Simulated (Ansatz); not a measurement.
**The polar optical mode of BeTe at 6 GPa, worked through**

All numbers below come from DFT LDA, scalar-relativistic, plane waves, PAW (Ansatz). Cutoff 420 eV, 10×10×10 k-points (Γ-centred), fixed occupations. No spin polarisation. Phonons by linear response, acoustic sum rule imposed.

The cell, relaxed at 6 GPa:
```xyz
2
Lattice="0.0000 2.7041 2.7041 2.7041 0.0000 2.7041 2.7041 2.7041 0.0000" Properties=species:S:1:pos:R:3 pbc="T T T"
Be    0.0000    0.0000    0.0000
Te    4.0561    4.0561    4.0561
```

Spin–orbit coupling is left out, which matters for heavy elements.

Linear response gives ν_TO = 534.7 cm⁻¹, Born charges ±1.072 e (positive on Be) and ε∞ = 7.684. The primitive cell holds 39.544 Å³, and the masses are 9.012 and 127.600 amu.

Task: Find ν_LO and the static dielectric constant.

Result: The long-wave field adds a restoring force: ω_LO² − ω_TO² = Z*²e²/(ε_vac ε∞ μV). In these units ν_LO² − ν_TO² = 4.92064×10⁷ Z*²/(μ V ε∞) cm⁻², with μ = m₁m₂/(m₁ + m₂) = 8.418 amu: 22112 cm⁻². So ν_LO = √(534.7² + 22112) = 555.0 cm⁻¹, and the run gives 555.0. Lyddane–Sachs–Teller then gives ε0 = ε∞ (ν_LO/ν_TO)² = 8.28, against 8.28 in the run (it forms both from the same three quantities, so the match checks the arithmetic only). Between ν_TO and ν_LO the dielectric function is negative and an undamped crystal reflects fully: a reststrahlen band from 18.0 to 18.7 μm.

Task: What do the Clausius–Mossotti polarisability and the Szigeti charge come to?

Result: With the Lorentz local field, α = (3V/4π)(ε∞ − 1)/(ε∞ + 2) = 6.52 Å³ for the pair, and e_S = 3Z*/(ε∞ + 2) = 0.33 e. The Born charge includes the electrons' response to the dipole's own local field, and e_S takes that enhancement out. The Lorentz field assumes point-like polarisable ions, a poor picture once ε∞ is this large, since the electron clouds then overlap or are shared, so both numbers are formal here.

Task: How strongly does a slow electron couple to the LO mode?

Result: For one isotropic parabolic band, Fröhlich's constant is α_F = (1/ε∞ − 1/ε0) √(m* Ry/ħω_LO), with Ry = 13.606 eV, ħω_LO = 68.8 meV and m* in free-electron masses: α_F = 0.0093 × 14.06 × √m* = 0.13 √m*. The band mass isn't part of this run; for m* = 0.1, 0.3 and 1 it gives 0.04, 0.07, 0.13. In weak coupling the polaron lies α_F ħω_LO below the band edge (5 meV at m* = 0.3) with a mass m*(1 + α_F/6); past α_F of about 5 or 6 that expansion fails. A semilocal functional's ε∞ tends to be too large, which taken alone lowers α_F.

Cost: 1 run of about 0.54 core-minutes, on Intel Xeon 6975P-C (Granite Rapids) (shared hosts).